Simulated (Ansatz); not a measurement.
Geometry optimisation in Ansatz: input, command and trajectory.

```yaml
crystal:
  lattice:
    - [2.5743063977, 0.0, 0.0]
    - [-1.2871531989, 2.2294147376, 0.0]
    - [0.0, 0.0, 8.3511363526]
  atoms:
    - { symbol: Co, position: [0.0, 0.0, 0.0], spin: 1.88 }
    - { symbol: Co, position: [0.3333333333, 0.6666666667, 0.25], spin: 1.9 }
    - { symbol: Co, position: [0.0, 0.0, 0.5], spin: 1.88 }
    - { symbol: Co, position: [0.6666666667, 0.3333333333, 0.75], spin: 1.9 }
basis:
  ecutwfc: 420
kpoints:
  mp_grid: { grid: [21, 21, 6] }
hamiltonian:
  xc: pbe
scf:
  occupations: { method: gaussian, width: 0.1 }
output:
  forces: true
  stress: true
  eigenvalues: true
  populations: true
magnetization:
  spin_polarized: true
relax:
  adjacent_minimum: "off"
  f_tol: 0.01
  max_steps: 30
  cell: { stress_tol: 0.1, fix: [volume] }
```

```bash
ansatz run input.yaml --threads 1 --pin off --max-ram 2560MiB --backend cpu --events-out ev --progress --plain --runs-dir out
```

Theory: DFT PBE, scalar-relativistic, plane waves, PAW (Ansatz).

The volume is held at 1.1 times that of the relaxed cell.

Of 4 frames 3 are shown, positions in Å and forces in eV/Å; the SCF threshold varies from step to step. Steps run on the plane waves of an earlier cell, with a Pulay correction in the pressure. The basis is chosen afresh for the last frame, the zero of the energies, and at times for earlier ones too; energy and pressure step there, also at an unchanged geometry.

```xyz
4
Lattice="2.5743 0.0000 0.0000 -1.2872 2.2294 0.0000 0.0000 0.0000 8.3511" Properties=species:S:1:pos:R:3:forces:R:3 pbc="T T T" step=1 free_energy_over_end_meV_per_atom=0.01 pressure_GPa=-16.28
Co    0.0000    0.0000    0.0000    0.0000    0.0000    0.0000
Co    0.0000    1.4863    2.0878    0.0000    0.0000    0.0000
Co    0.0000    0.0000    4.1756    0.0000    0.0000    0.0000
Co    1.2872    0.7431    6.2634    0.0000    0.0000    0.0000
4
Lattice="2.5737 0.0000 0.0000 -1.2868 2.2289 0.0000 0.0000 0.0000 8.3551" Properties=species:S:1:pos:R:3:forces:R:3 pbc="T T T" step=2 free_energy_over_end_meV_per_atom=0.00 pressure_GPa=-16.28
Co    0.0000    0.0000    0.0000    0.0000    0.0000    0.0000
Co    0.0000    1.4859    2.0888    0.0000    0.0000    0.0000
Co    0.0000    0.0000    4.1775    0.0000    0.0000    0.0000
Co    1.2868    0.7430    6.2663    0.0000    0.0000    0.0000
4
Lattice="2.5730 0.0000 0.0000 -1.2865 2.2283 0.0000 0.0000 0.0000 8.3596" Properties=species:S:1:pos:R:3:forces:R:3 pbc="T T T" step=4 free_energy_over_end_meV_per_atom=0.00 pressure_GPa=-16.27
Co    0.0000    0.0000    0.0000    0.0000    0.0000    0.0000
Co    0.0000    1.4855    2.0899    0.0000    0.0000    0.0000
Co    0.0000    0.0000    4.1798    0.0000    0.0000    0.0000
Co    1.2865    0.7428    6.2697    0.0000    0.0000    0.0000
```

It took 3.2 min on 1 thread of Arm Neoverse V2, with other jobs on the host, peak memory 0.83 GiB.